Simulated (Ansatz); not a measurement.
Zn, 1 atom in the cell. The structure is cubic, space group Im-3m (No. 229). Conventional cell: a = 3.138 Å, b = 3.138 Å, c = 3.138 Å, α = 90.00°, β = 90.00°, γ = 90.00°. Zn (site symmetry m-3m) has 8 Zn at 2.72 Å as nearest neighbours. This isn't the form of Zn at room conditions, which is hcp.

| Property | Result |
| --- | --- |
| Program | Ansatz 0.2.0 |
| Task | band structure |
| Functional | PBEsol |
| Potentials or basis | PseudoDojo stringent (PBEsol files) |
| Cutoff | 1143 eV |
| Density cutoff | 4572 eV |
| k mesh | 12 × 12 × 12 |
| Occupations | fermi-dirac, width 0.05 eV |
| Spin | no spin polarisation |
| Path | [["G", "H", "N", "G", "P", "H"], ["P", "N"]] |
| Points for each segment of the path | 14 |

Potentials or basis: PseudoDojo stringent (PBEsol files).

Command:

```sh
$ ansatz run input.yaml --threads 2 --pin off --max-ram 5632MiB --backend cpu --events-out ev --progress --plain --runs-dir out
```

Hardware: 2 threads of Arm Neoverse V1, on a shared host.

Problem. Estimate the wall time of this run.

Solution. It took 3.4 s on 2 threads of Arm Neoverse V1, on a shared host, peak memory 0.29 GiB. Counts: scf iterations 7, plane waves 1409, k points 72, bands 16.
